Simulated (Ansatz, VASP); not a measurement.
Zr in VASP and in Ansatz

```xyz
3
Lattice="3.2328 0.0000 0.0000 -1.6164 2.7997 0.0000 0.0000 0.0000 20.1691" Properties=species:S:1:pos:R:3 pbc="T T T"
Zr    0.0000    1.8665    7.5979
Zr    1.6164    0.9332   10.0846
Zr    0.0000    1.8665   12.5712
```

Alike in both runs: functional PBE; k mesh 12 × 12 × 1; occupations gaussian, width 0.1 eV; no spin polarisation.

Ansatz relaxed the structure, and its values are those at the end. VASP's run is a single point on that final structure, the one shown.

```csv
,VASP,Ansatz
version,VASP 6.6.1,Ansatz 0.2.0
potentials or method,"VASP PAW PBE potentials, release 64 (Zr_sv)","scalar-relativistic, plane waves, PAW"
plane-wave cutoff (eV),520,420
valence electrons in the cell,36,36
```

|  | VASP | Ansatz | Ansatz less VASP |
| --- | --- | --- | --- |
| gap on the k mesh at the Fermi level (eV) | none | none | - |
| work function, face that differs most (eV) | 4.21 | 4.21 | +0.001 |

A gap of «none» marks a metal or a gap that the smearing closes. With one functional, cell and mesh, what is left measures potentials, basis and numerics. Ansatz warned: «xc_potential_rough_in_thin_density».
